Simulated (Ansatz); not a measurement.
Write the native input for Ansatz 0.2.0 that does the following.

- Task: density of states
- Functional: PBEsol
- Dispersion: D3(BJ)
- Potentials or basis: all-electron LAPW, scalar-relativistic
- Cutoff: 707 eV (chosen from the basis error)
- Basis error allowed: 0.001 eV/atom
- k mesh: 11 × 11 × 11
- Occupations: fermi-dirac, width 0.1 eV
- Spin: collinear spin, ferromagnetic start
- Starting moments: [0.5] μB
- Hubbard terms: Ag d U = 5.3 eV
- Start of the occupations: auto
- Double counting: fll
- Hubbard projectors: ortho-atomic
- Sphere radius (all atoms): 0.867 Å

Ag:

```
Ag
1.0
     0.00000    2.04275    2.04275
     2.04275    0.00000    2.04275
     2.04275    2.04275    0.00000
Ag
1
Direct
  0.00000 0.00000 0.00000
```

These files were run (other wordings do the same):

input.yaml

```yaml
crystal:
  lattice:
    - [0.0, 2.04275, 2.04275]
    - [2.04275, 0.0, 2.04275]
    - [2.04275, 2.04275, 0.0]
  atoms:
    - { symbol: Ag, position_ang: [0.0, 0.0, 0.0], spin: 0.5 }
kpoints:
  mp_grid: { grid: [11, 11, 11] }
scf:
  occupations: { method: fermi_dirac, width: 0.1 }
hamiltonian:
  xc: pbesol
  dispersion: d3bj
  pseudopotentials:
    kind: all_electron
    lapw: { basis_error: 0.001, muffin_tin_radii: { Ag: 0.867 } }
  hubbard:
    sites: [{ species: Ag, l: d, u_eff: 5.3 }]
    double_counting: fll
    projectors: ortho-atomic
magnetization:
  spin_polarized: true
output:
  forces: true
  stress: true
  eigenvalues: true
  dos: { projected: false, de: 0.2, e_range: [-20, 10] }
```

Potentials or basis: all-electron LAPW, scalar-relativistic.

Command:

```sh
$ ansatz run input.yaml --threads 1 --pin off --max-ram 2560MiB --backend cpu --events-out ev --progress --plain --runs-dir out
```

It gave:

```yaml
Pressure: -5.2 GPa
Band_gap_on_the_k_mesh: none (metal or under the smearing width)
Net_moment: 0.00 μB per cell
Absolute_moment: 0.00 μB per cell
```

Caveat: U is the effective U less J, on atomic orbitals that reach past the spheres; pairwise dispersion overbinds metals, which lowers pressure and volume; the U is typed as a test and isn't derived for this compound; the starting moments weren't kept.

Run time: 27 s on 1 thread of Intel(R) Xeon(R) 6975P-C (Granite Rapids), with other jobs on the host, peak memory 0.46 GiB.
